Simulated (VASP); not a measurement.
# AlN (Fm-3m) in VASP: further runs

One crystal, AlN, is run at these levels: r2SCAN, PBE; tasks: single point.

All numbers are computed with VASP 6.6.1; they aren't measurements. Logs are shortened: lines on timing, memory, paths and dates and some standing lists are left out, and cuts for length are marked.

## Step 1: The cell of the first run

The structure is cubic, space group Fm-3m (No. 225). The conventional cell has a = 4.279 Å, b = 4.279 Å, c = 4.279 Å, α = 90.00°, β = 90.00°, γ = 90.00°. Around Al (site symmetry m-3m) lie 6 N at 2.14 Å. N (site symmetry m-3m) has 6 Al at 2.14 Å as nearest neighbours.

The cell was built by a generator and needn't be a form met in nature.

## Step 2: Single point, r2SCAN (hydrostatic strain +6.0%)

Input file POSCAR:

```
AlN
1.0
    0.0000000000      2.1395967983      2.1395967983
    2.1395967983      0.0000000000      2.1395967983
    2.1395967983      2.1395967983      0.0000000000
Al N
1 1
Direct
    0.0000000000      0.0000000000      0.0000000000
    0.5000000000      0.5000000000      0.5000000000
```

Input file INCAR.step1:

```
PREC = Accurate
ENCUT = 520
ISMEAR = 0
SIGMA = 0.01
LREAL = False
LASPH = True
NELM = 100
NBANDS = 11
GGA = PE
ALGO = Normal
EDIFF = 1E-4
LWAVE = True
LCHARG = False
```

Input file INCAR.step2:

```
PREC = Accurate
ENCUT = 520
EDIFF = 1E-6
ISMEAR = 0
SIGMA = 0.01
LREAL = False
LASPH = True
NELM = 100
ALGO = Normal
ISIF = 2
LWAVE = False
LCHARG = True
METAGGA = R2SCAN
LMIXTAU = True
LELF = True
LVHAR = True
NBANDS = 11
ISTART = 1
```

Input file KPOINTS:

```
regular mesh
0
Gamma
  10 10 10
```

Potentials or basis: VASP PAW PBE potentials, release 64 (Al, N).

On the command line:

```console
$ cat potpaw_PBE.64/Al/POTCAR potpaw_PBE.64/N/POTCAR > POTCAR
$ cp INCAR.step1 INCAR
$ mpirun -np 1 vasp_std > vasp.out
$ cp INCAR.step2 INCAR
$ mpirun -np 1 vasp_std > vasp.out
```

OUTCAR:

```text
PREC = Accurate
   ENCUT = 520
   EDIFF = 1E-6
   ISMEAR = 0
   LREAL = False
   LASPH = True
   NELM = 100
   ISIF = 2
   METAGGA = R2SCAN
   ISTART = 1

 ion  position               nearest neighbor table
   1  0.000  0.000  0.000-   2 2.14   2 2.14   2 2.14   2 2.14   2 2.14   2 2.14
   2  0.500  0.500  0.500-   1 2.14   1 2.14   1 2.14   1 2.14   1 2.14   1 2.14

  LATTYP: Found a face centered cubic cell.
 ALAT       =     4.2791935966

  Lattice vectors:

 A1 = (   0.0000000000,   2.1395967983,   2.1395967983)
 A2 = (   2.1395967983,   0.0000000000,   2.1395967983)
 A3 = (   2.1395967983,   2.1395967983,   0.0000000000)

Analysis of symmetry for initial positions (statically):
=====================================================================
 Subroutine PRICEL returns:
 Original cell was already a primitive cell.

 Routine SETGRP: Setting up the symmetry group for a
 face centered cubic supercell.

 Subroutine GETGRP returns: Found 48 space group operations
 (whereof 48 operations were pure point group operations)
 out of a pool of 48 trial point group operations.

The static configuration has the point symmetry O_h .

Analysis of symmetry for dynamics (positions and initial velocities):
=====================================================================
 Subroutine PRICEL returns:
 Original cell was already a primitive cell.

 Routine SETGRP: Setting up the symmetry group for a
 face centered cubic supercell.

 Subroutine GETGRP returns: Found 48 space group operations
 (whereof 48 operations were pure point group operations)
 out of a pool of 48 trial point group operations.

The dynamic configuration has the point symmetry O_h .

 Subroutine INISYM returns: Found 48 space group operations
 (whereof 48 operations are pure point group operations),
 and found     1 'primitive' translations

----------------------------------------------------------------------------------------

                                     Primitive cell

  volume of cell :      19.5896

  direct lattice vectors                    reciprocal lattice vectors
     0.000000000  2.139596798  2.139596798    -0.233688890  0.233688890  0.233688890
     2.139596798  0.000000000  2.139596798     0.233688890 -0.233688890  0.233688890
     2.139596798  2.139596798  0.000000000     0.233688890  0.233688890 -0.233688890

  length of vectors
     3.025846810  3.025846810  3.025846810     0.404761030  0.404761030  0.404761030

  position of ions in fractional coordinates (direct lattice)
     0.000000000  0.000000000  0.000000000
     0.500000000  0.500000000  0.500000000

  ion indices of the primitive-cell ions
   primitive index   ion index
                 1           1
                 2           2

----------------------------------------------------------------------------------------

 KPOINTS: regular mesh

Automatic generation of k-mesh.
 Grid dimensions read from file:
 generate k-points for:   10   10   10

 Generating k-lattice:

  Cartesian coordinates                     Fractional coordinates (reciprocal lattice)
    -0.023368889  0.023368889  0.023368889     0.100000000  0.000000000  0.000000000
     0.023368889 -0.023368889  0.023368889     0.000000000  0.100000000  0.000000000
     0.023368889  0.023368889 -0.023368889     0.000000000  0.000000000  0.100000000

  Length of vectors
     0.040476103  0.040476103  0.040476103

  Shift w.r.t. Gamma in fractional coordinates (k-lattice)
     0.000000000  0.000000000  0.000000000

 Subroutine IBZKPT returns following result:
 ===========================================

 Found     47 irreducible k-points:

 Following reciprocal coordinates:
            Coordinates               Weight
  0.000000  0.000000  0.000000      1.000000
  0.100000  0.000000  0.000000      8.000000
  0.200000  0.000000  0.000000      8.000000
  0.300000  0.000000  0.000000      8.000000
  0.400000  0.000000  0.000000      8.000000
  0.500000  0.000000  0.000000      4.000000
[... 16 lines left out ...]
  0.300000  0.300000  0.000000      6.000000
  0.400000  0.300000  0.000000     24.000000
 [... further k-points ...]
   k-points           NKPTS =     47   k-points in BZ     NKDIM =     47   number of bands    NBANDS=     11
   number of dos      NEDOS =    301   number of ions     NIONS =      2
   total plane-waves  NPLWV =  13824
   dimension x,y,z NGX =    24 NGY =   24 NGZ =   24
   dimension x,y,z NGXF=    48 NGYF=   48 NGZF=   48
   ions per type =               1   1
   NGX,Y,Z   is equivalent  to a cutoff of  13.19, 13.19, 13.19 a.u.
   NGXF,Y,Z  is equivalent  to a cutoff of  26.37, 26.37, 26.37 a.u.
 SYSTEM =  unknown system
   PREC   = accura    normal or accurate (medium, high low for compatibility)
   ISTART =      1    job   : 0-new  1-cont  2-samecut
   ICHARG =      0    charge: 1-file 2-atom 10-const
   ISPIN  =      1    spin polarized calculation?
   LNONCOLLINEAR =      F non collinear calculations
   LSORBIT =      F    spin-orbit coupling
   LASPH  =      T    aspherical Exc in radial PAW
   ENCUT  =  520.0 eV  38.22 Ry    6.18 a.u.   5.63  5.63  5.63*2*pi/ulx,y,z
   NELM   =    100;   NELMIN=  2; NELMDL=  0     # of ELM steps
   EDIFF  = 0.1E-05   stopping-criterion for ELM
   LREAL  =      F    real-space projection
   EDIFFG = 0.1E-04   stopping-criterion for IOM
   NSW    =      0    number of steps for IOM
   IBRION =     -1    ionic relax: 0-MD 1-quasi-New 2-CG
   NFREE  =      0    steps in history (QN), initial steepest desc. (CG)
   ISIF   =      2    stress and relaxation
   ISYM   =      2    0-nonsym 1-usesym 2-fastsym
   POTIM  = 0.5000    time-step for ionic-motion
   TEBEG  =    0.0;   TEEND  =   0.0 temperature during run
   PSTRESS=    0.0 pullay stress
   NELECT =       8.0000    total number of electrons
   NUPDOWN=      -1.0000    fix difference up-down
   EMIN   =  10.00;   EMAX   =-10.00  energy-range for DOS
   EFERMI =   0.00;   METHOD = LEGACY
   ISMEAR =     0;   SIGMA  =   0.01  broadening in eV -4-tet -1-fermi 0-gaus
   EFERMI_NEDOS =   21; number of points for ismear=-14 and -15
   IALGO  =     38    algorithm
   IMIX   =      4    mixing-type and parameters
     AMIX     =   0.40;   BMIX     =  1.00
     AMIX_MAG =   1.60;   BMIX_MAG =  1.00
  volume/ion in A,a.u.               =       9.79        66.10
  Fermi-wavevector in a.u.,A,eV,Ry     =   1.214590  2.295242 20.071694  1.475228
  Thomas-Fermi vector in A             =   2.350004
   LORBIT       =      0    0 simple, 1 ext, 2 COOP (PROOUT), +10 PAW based schemes
   METAGGA = R2SCAN    functional components
   LHFCALC =     F    Hartree Fock is set to
   AEXX    =    0.0000 exact exchange contribution
   IVDW    =     0    specifies the selected vdW correction
   LEPSILON=     F    determine dielectric tensor
   LRPA    =     F    only Hartree local field effects (RPA)
 non-spin polarized calculation
 Gauss-broadening in eV      SIGMA  =   0.01
  energy-cutoff  :      520.00
  volume of cell :       19.59
 maximum number of plane-waves:       544
   NGX = 11   NGY = 11   NGZ = 11

 number of electron       7.9999998 magnetization

 Free energy of the ion-electron system (eV)
  ---------------------------------------------------
  ext. energy  EPLUGINS =         0.00000000
  ---------------------------------------------------
  free energy    TOTEN  =       -18.50124949 eV

  energy without entropy =      -18.50124949  energy(sigma->0) =      -18.50124949

 E-fermi :   7.8561     XC(G=0): -12.0591

 val. band max:        7.7354774545   @ k =   0.0000   0.0000   0.0000
 cond. band min:      11.6083460948   @ k =   0.5000   0.5000   0.0000
 fundamental gap:      3.8728686403
 Fermi energy:         7.8561029134

 k-point     1 :       0.0000    0.0000    0.0000
  band No.  band energies     occupation
      1      -9.2085      2.00000
      2       7.7355      2.00000
      3       7.7355      2.00000
      4       7.7355      2.00000
      5      11.9016      0.00000
      6      20.0598      0.00000
      7      20.0598      0.00000
      8      20.0598      0.00000
      9      25.0210      0.00000
     10      25.0247      0.00000
     11      25.2318      0.00000

 k-point     2 :       0.1000    0.0000    0.0000
  band No.  band energies     occupation
      1      -9.0334      2.00000
      2       6.7037      2.00000
      3       7.6390      2.00000
      4       7.6391      2.00000
      5      12.6508      0.00000
      6      19.2126      0.00000
      7      20.2868      0.00000
      8      20.2868      0.00000
      9      23.2015      0.00000
     10      23.2015      0.00000
     11      24.9566      0.00000

 k-point     3 :       0.2000    0.0000    0.0000
  band No.  band energies     occupation
      1      -8.5295      2.00000
      2       4.7086      2.00000
      3       7.4031      2.00000
      4       7.4031      2.00000
      5      13.6409      0.00000
      6      18.4323      0.00000
      7      20.1186      0.00000
      8      20.1186      0.00000
      9      22.8923      0.00000
     10      22.8923      0.00000
     11      24.2855      0.00000

 k-point     4 :       0.3000    0.0000    0.0000
  band No.  band energies     occupation
      1      -7.7782      2.00000
      2       2.6488      2.00000
      3       7.1385      2.00000
      4       7.1385      2.00000
      5      13.8588      0.00000
      6      18.7791      0.00000
      7      19.1939      0.00000
      8      19.1939      0.00000
      9      23.6600      0.00000
     10      24.4442      0.00000
     11      24.4442      0.00000

 k-point     5 :       0.4000    0.0000    0.0000
  band No.  band energies     occupation
      1      -6.9910      2.00000
      2       1.0020      2.00000
      3       6.9426      2.00000
      4       6.9426      2.00000
      5      13.6743      0.00000
      6      18.4964      0.00000
      7      18.4964      0.00000
      8      19.4852      0.00000
      9      23.4185      0.00000
     10      26.5419      0.00000
     11      26.5419      0.00000
[... 211 lines left out ...]
 k-point    21 :      -0.3000    0.2000    0.0000
  band No.  band energies     occupation
      1      -6.8130      2.00000
      2       1.9247      2.00000
      3       4.5793      2.00000
      4       6.8234      2.00000
      5      15.5495      0.00000
      6      16.9258      0.00000
      7      18.6934      0.00000
      8      19.3657      0.00000
      9      24.5421      0.00000
     10      26.3022      0.00000
     11      27.3942      0.00000

 k-point    22 :      -0.2000    0.2000    0.0000
  band No.  band energies     occupation
      1      -7.5359      2.00000
      2       3.0605      2.00000
      3       5.2457      2.00000
      4       7.2082      2.00000
      5      15.5128      0.00000
      6      17.7405      0.00000
      7      17.8665      0.00000
      8      19.5559      0.00000
      9      22.7264      0.00000
     10      26.3062      0.00000
     11      27.0524      0.00000

 k-point    23 :       0.3000    0.3000    0.0000
  band No.  band energies     occupation
      1      -7.3347      2.00000
      2       3.2423      2.00000
      3       5.9679      2.00000
      4       5.9679      2.00000
      5      13.7331      0.00000
      6      15.2191      0.00000
      7      18.6555      0.00000
      8      22.5390      0.00000
      9      22.5390      0.00000
     10      27.5346      0.00000
     11      30.7406      0.00000

 k-point    24 :       0.4000    0.3000    0.0000
  band No.  band energies     occupation
      1      -6.7463      2.00000
      2       2.3997      2.00000
      3       5.3074      2.00000
      4       5.7395      2.00000
      5      13.2604      0.00000
      6      15.1908      0.00000
      7      19.1520      0.00000
      8      22.4282      0.00000
      9      23.0902      0.00000
     10      28.7031      0.00000
     11      31.4732      0.00000

 [... further k-points ...]

------------------------ aborting loop because EDIFF is reached ----------------------------------------

  FORCE on cell =-STRESS in cart. coord.  units (eV):
  Direction    XX          YY          ZZ          XY          YZ          ZX
  --------------------------------------------------------------------------------------
  -------------------------------------------------------------------------------------
  Total       -4.2397682     -4.2397682     -4.2397682     -0.0000000      0.0000000      0.0000000
  in kB     -346.7583155   -346.7583155   -346.7583155     -0.0000000      0.0000000      0.0000000
  external PRESSURE =    -346.7583155 kB  Pullay stress =       0.0000000 kB

 VOLUME and BASIS-vectors are now :
 -----------------------------------------------------------------------------
  energy-cutoff  :      520.00
  volume of cell :       19.59
      direct lattice vectors                 reciprocal lattice vectors
     0.000000000  2.139596798  2.139596798    -0.233688890  0.233688890  0.233688890
     2.139596798  0.000000000  2.139596798     0.233688890 -0.233688890  0.233688890
     2.139596798  2.139596798  0.000000000     0.233688890  0.233688890 -0.233688890

 POSITION                                       TOTAL-FORCE (eV/Angst)
 -----------------------------------------------------------------------------------
      0.00000      0.00000      0.00000         0.000000     -0.000000     -0.000000
      2.13960      2.13960      2.13960        -0.000000      0.000000      0.000000
 -----------------------------------------------------------------------------------
    total drift:                               -0.000000     -0.000000      0.000000

  FREE ENERGIE OF THE ION-ELECTRON SYSTEM (eV)
  ---------------------------------------------------
  free  energy   TOTEN  =       -18.5012494907 eV

  energy  without entropy=      -18.5012494907  energy(sigma->0) =      -18.50124949
```

Wall time 83 s (1 thread of AMD EPYC, shared host); peak memory 0.11 GiB.

Results:

* Free energy: -18.5012 eV
* Pressure: -34.7 GPa
* Band gap on the k mesh: 3.87 eV, indirect (least direct gap 4.17 eV)

Caveat: the cell as given lies far from equilibrium; so large a pressure means that the cell lies far from this level's equilibrium, or that cutoff or potentials fall short; the potentials were made for another functional, which shifts forces and pressure.

## Step 3: Single point, PBE (epitaxial_xy strain +4.1%)

Input file INCAR:

```
PREC = Accurate
ENCUT = 520
EDIFF = 1E-6
ISMEAR = -1
SIGMA = 0.02
LREAL = F
LASPH = T
NELM = 60
ALGO = Normal
ISIF = 2
LWAVE = F
LCHARG = T
GGA = PE
LELF = T
LVHAR = T
NBANDS = 11
```

KPOINTS is that of step 2.

Input file POSCAR:

```
AlN
1.0
    0.0000000000      2.1018439580      1.9618133969
    2.1018439580      0.0000000000      1.9618133969
    2.1018439580      2.1018439580      0.0000000000
Al N
1 1
Direct
    0.0000000000      0.0000000000      0.0000000000
    0.5000000000      0.5000000000      0.5000000000
```

Potentials or basis: VASP PAW PBE potentials, release 64 (Al, N).

On the command line:

```console
$ cat potpaw_PBE.64/Al/POTCAR potpaw_PBE.64/N/POTCAR > POTCAR
$ mpirun -np 1 vasp_std > vasp.out
```

Run time: 35 s. Hardware: 1 thread of AMD EPYC, shared host; peak memory 0.11 GiB.

It converged, with:

```
Free energy            : -14.4959 eV
Pressure               : -4.7 GPa
Band gap on the k mesh : 3.69 eV, indirect (least direct gap 4.78 eV)
```

Stress tensor (GPa, compression positive):
```
-10.29   0.00   0.00
  0.00 -10.29   0.00
  0.00   0.00   6.51
```

Levels at points of the mesh, in eV from the valence-band top:
| k point | band 1 | band 2 | band 3 | band 4 | band 5 | band 6 | band 7 | band 8 |
| --- | --- | --- | --- | --- | --- | --- | --- | --- |
| (0.00, 0.00, 0.00) | -17.30 | -0.54 | 0.00 | 0.00 | 4.78 | 11.61 | 11.61 | 12.49 |
| (0.50, 0.00, 0.00) | -14.23 | -8.17 | -1.29 | -1.08 | 5.55 | 9.74 | 11.47 | 12.35 |
| (0.50, 0.50, 0.00) | -12.99 | -7.03 | -3.17 | -3.17 | 3.69 | 4.79 | 13.89 | 15.89 |
| (0.50, 0.00, 0.50) | -13.51 | -7.33 | -3.11 | -2.24 | 4.24 | 5.48 | 12.99 | 15.51 |

## Step 4: Single point, r2SCAN (epitaxial_xy strain +4.1%)

POSCAR is that of step 3.

Input file INCAR.step1:

```
ALGO = Normal ; EDIFF = 1E-4
ENCUT = 520 ; GGA = PE
ISMEAR = 0 ; LASPH = T
LCHARG = F ; LREAL = F
LWAVE = T ; NBANDS = 11
NELM = 100 ; PREC = Accurate
SIGMA = 0.01
```

Input file INCAR.step2:

```
ALGO = Normal ; EDIFF = 1E-6
ENCUT = 520 ; ISIF = 2
ISMEAR = 0 ; ISTART = 1
LASPH = T ; LCHARG = F
LMIXTAU = T ; LREAL = F
LWAVE = F ; METAGGA = R2SCAN
NBANDS = 11 ; NELM = 100
PREC = Accurate ; SIGMA = 0.01
```

Input file KPOINTS:

```
k-points
0
Gamma
  10 10 10
```

On the command line:

```console
$ cat potpaw_PBE.64/Al/POTCAR potpaw_PBE.64/N/POTCAR > POTCAR
$ cp INCAR.step1 INCAR
$ mpirun -np 1 vasp_std > vasp.out
$ cp INCAR.step2 INCAR
$ mpirun -np 1 vasp_std > vasp.out
```

Wall time 2.6 min (1 thread of AMD EPYC, shared host); peak memory 0.12 GiB.

It converged, with:

```
Free energy            : -18.8180 eV
Pressure               : -11.5 GPa
Band gap on the k mesh : 4.54 eV, indirect (least direct gap 5.57 eV)
```

Stress tensor (GPa, compression positive):
```
-16.97   0.00   0.00
  0.00 -16.97   0.00
  0.00   0.00  -0.51
```

Levels at points of the mesh, in eV from the valence-band top:
```
           k point  band 1  band 2  band 3  band 4  band 5  band 6  band 7  band 8  band 9
(0.00, 0.00, 0.00)  -18.15   -0.56    0.00    0.00    5.57   12.32   12.32   13.26   16.93
(0.50, 0.00, 0.00)  -15.10   -8.31   -1.38   -1.15    6.30   10.59   12.39   13.64   16.81
(0.50, 0.50, 0.00)  -13.87   -7.20   -3.28   -3.28    4.54    5.47   15.17   17.29   17.29
(0.50, 0.00, 0.50)  -14.39   -7.49   -3.22   -2.32    5.09    6.15   14.27   16.88   19.16
```

Caveat: the PAW data sets were made with another functional, which shifts forces and pressure a little.

## Step 5: The runs side by side

```csv
level,cell,smearing,gap on the mesh (eV),pressure (GPa)
r2SCAN,hydrostatic strain +6.0%,gaussian 0.01 eV,3.87,-34.7
PBE,epitaxial_xy strain +4.1%,fermi-dirac 0.02 eV,3.69,-4.7
r2SCAN,epitaxial_xy strain +4.1%,gaussian 0.01 eV,4.54,-11.5
```

Alike in all rows: task single point; potentials or basis VASP PAW PBE potentials, release 64 (Al, N); no spin polarisation; k mesh 10 × 10 × 10; cutoff (eV) 520.

Caveats: the cell as given lies far from equilibrium (some runs); so large a pressure means that the cell lies far from this level's equilibrium, or that cutoff or potentials fall short (some runs); the potentials were made for another functional, which shifts forces and pressure (some runs); the PAW data sets were made with another functional, which shifts forces and pressure a little (some runs).

Absolute energies hang on the potentials; compare differences alone.
